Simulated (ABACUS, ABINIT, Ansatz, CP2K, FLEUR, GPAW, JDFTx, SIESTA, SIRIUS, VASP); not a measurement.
**One calculation of SnSe2, 10 ways**

```xyz
3
Lattice="3.8110 0.0000 0.0000 -1.9055 3.3004 0.0000 0.0000 0.0000 6.1360" Properties=species:S:1:pos:R:3 pbc="T T T"
Sn   -0.0040   -0.0133   -0.0115
Se    1.8972    1.1299    4.5987
Se   -0.0040    2.2062    1.5534
```

Atoms were shifted at random by some hundredths of an Å from the given cell, which wasn't relaxed again for these runs.

Alike in all runs: task single point; functional PBEsol; k mesh 8 × 8 × 5; occupations fermi-dirac, width 0.05 eV; no spin polarisation; no spin-orbit coupling. Pressure is positive in compression and, in plane waves, holds the error of the finite cutoff.

| program and potentials | plane-wave cutoff (eV) | notes | pressure (GPa) | largest force (eV/Å) | energy over the undisturbed cell (meV/atom) |
| --- | --- | --- | --- | --- | --- |
| FLEUR, all-electron, FLAPW | - | - | - | 0.612 | -3.64 |
| CP2K, POTENTIAL_UZH Sn GTH-PBE-q4, Se GTH-PBE-q6; TZVP-MOLOPT-PBE-GTH basis | - | atomic basis; potentials made for PBE; 5.33 valence electrons an atom on average | 5.04 | 1.077 | -8.82 |
| JDFTx, PseudoDojo-SR-PBEsol-0.4.1-standard with smoothed tails | 1170 | 15.33 valence electrons an atom on average | 2.07 | 0.640 | - |
| ABACUS, PseudoDojo NC SR 0.4.1 PBEsol standard, plane waves | 1184 | 15.33 valence electrons an atom on average | 2.07 | 0.642 | -3.94 |
| SIRIUS, PseudoDojo 0.4.1 PBEsol standard (scalar relativistic) | 1177 | 15.33 valence electrons an atom on average | 2.06 | 0.640 | - |
| SIESTA, files PseudoDojo sr-pbesol-0.4.1-standard, DZP (energy shift 0.003 Ry; two zetas on semicore shells) | - | atomic basis; 15.33 valence electrons an atom on average | 4.19 | 0.983 | -7.72 |
| VASP, PBE PAW files Se, Sn_d, 520 eV | 520 | potentials made for PBE; 8.67 valence electrons an atom on average | 1.97 | 0.633 | - |
| GPAW, PAW data sets generated for this functional | 600 | 8.67 valence electrons an atom on average | 1.66 | 0.588 | -3.34 |
| Ansatz, all-electron LAPW, scalar-relativistic | - | - | 1.85 | 0.609 | - |
| ABINIT, PseudoDojo NC SR PBEsol v0.4.1 standard | 1170 | 15.33 valence electrons an atom on average | 2.07 | 0.641 | - |

Force on atom 2 (Se), eV/Å:

```
                                                                                      program and potentials      x       y       z
                                                                                  FLEUR, all-electron, FLAPW  0.016  -0.168  -0.588
                                 CP2K, POTENTIAL_UZH Sn GTH-PBE-q4, Se GTH-PBE-q6; TZVP-MOLOPT-PBE-GTH basis  0.018  -0.189  -1.060
                                              JDFTx, PseudoDojo-SR-PBEsol-0.4.1-standard with smoothed tails  0.016  -0.171  -0.617
                                                 ABACUS, PseudoDojo NC SR 0.4.1 PBEsol standard, plane waves  0.016  -0.171  -0.618
                                              SIRIUS, PseudoDojo 0.4.1 PBEsol standard (scalar relativistic)  0.016  -0.171  -0.617
SIESTA, files PseudoDojo sr-pbesol-0.4.1-standard, DZP (energy shift 0.003 Ry; two zetas on semicore shells)  0.017  -0.195  -0.963
                                                                        VASP, PBE PAW files Se, Sn_d, 520 eV  0.016  -0.169  -0.610
                                                           GPAW, PAW data sets generated for this functional  0.016  -0.168  -0.563
                                                              Ansatz, all-electron LAPW, scalar-relativistic  0.016  -0.168  -0.585
                                                             ABINIT, PseudoDojo NC SR PBEsol v0.4.1 standard  0.016  -0.171  -0.617
```

The pressure spans 1.66 (GPAW, PAW data sets generated for this functional) to 5.04 GPa (CP2K, POTENTIAL_UZH Sn GTH-PBE-q4, Se GTH-PBE-q6; TZVP-MOLOPT-PBE-GTH basis), with all-electron results at 1.85. The pressure on the cell as given of CP2K, POTENTIAL_UZH Sn GTH-PBE-q4, Se GTH-PBE-q6; TZVP-MOLOPT-PBE-GTH basis; SIESTA, files PseudoDojo sr-pbesol-0.4.1-standard, DZP (energy shift 0.003 Ry; two zetas on semicore shells) lies far from the others; the cause wasn't traced. Rows in atomic bases carry the error of their basis and grid, which can be large.

The functional is the same throughout but for its coding, so the spread measures potentials, basis and numerics; runs on potential files found faulty are left out.
